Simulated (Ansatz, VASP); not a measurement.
## GaAs in VASP and in Ansatz

File INCAR:

```
PREC     = Accurate       # precision mode
ENCUT    = 600            # plane-wave cutoff, eV
EDIFF    = 1E-6           # SCF threshold, eV
ISMEAR   = 0              # smearing method
SIGMA    = 0.01           # smearing width, eV
LREAL    = F              # projectors in reciprocal space
LASPH    = T              # aspherical terms in the spheres
NELM     = 100            # most SCF steps
ALGO     = Fast           # electronic algorithm
ISIF     = 3              # what is computed and relaxed
LWAVE    = F              # write WAVECAR
LCHARG   = F              # write CHGCAR
GGA      = PE             # functional
IBRION   = 2              # ionic algorithm
NSW      = 100            # ionic steps
EDIFFG   = -0.01          # ionic threshold
```

The input KPOINTS:

```
Automatic mesh
0
Gamma
  10 10 10
```

POSCAR

```
GaAs
1.0
    0.0000000000      2.8750910496      2.8750910496
    2.8750910496      0.0000000000      2.8750910496
    2.8750910496      2.8750910496      0.0000000000
Ga As
1 1
Direct
    0.0000000000      0.0000000000      0.0000000000
    0.2500000000      0.2500000000      0.2500000000
```

Input for Ansatz:

```yaml
crystal:
  lattice:
    - [0.0, 2.8750910496, 2.8750910496]
    - [2.8750910496, 0.0, 2.8750910496]
    - [2.8750910496, 2.8750910496, 0.0]
  atoms:
    - { symbol: Ga, position: [0.0, 0.0, 0.0] }
    - { symbol: As, position: [0.25, 0.25, 0.25] }
basis:
  ecutwfc: 420
kpoints:
  mp_grid: { grid: [10, 10, 10] }
hamiltonian:
  xc: pbe
scf:
  occupations: { method: gaussian, width: 0.01 }
output:
  forces: true
  stress: true
  eigenvalues: true
relax:
  adjacent_minimum: "off"
  f_tol: 0.01
  max_steps: 80
  cell: { stress_tol: 0.05 }
```

Alike in both runs: task relaxation of cell and atoms; functional PBE; k mesh 10 × 10 × 10; occupations gaussian, width 0.01 eV; no spin polarisation.

```csv
,VASP,Ansatz
version,VASP 6.6.1,Ansatz 0.2.0
potentials or method,"VASP PAW PBE potentials, release 64 (Ga_d, As)","scalar-relativistic, plane waves, PAW"
plane-wave cutoff (eV),600,420
valence electrons in the cell,18,28
```

Ansatz gave:

| Quantity | Value |
| --- | --- |
| gap on the k mesh at the Fermi level, each at its own relaxed structure (eV) | 0.16 |
| relaxed volume (Å³/atom) | 23.71 |
| relaxed cell length with the largest relative difference (Å) | 4.063 |

What did VASP give for the same quantities?

gap on the k mesh at the Fermi level, each at its own relaxed structure (eV): 0.14; relaxed volume (Å³/atom): 23.77; relaxed cell length with the largest relative difference (Å): 4.066.

The two sets of potentials don't hold the same shells in valence.

Caveats: the relaxation stopped at its first step, so nothing moved. As with any semilocal functional, this PBE gap is likely too small.
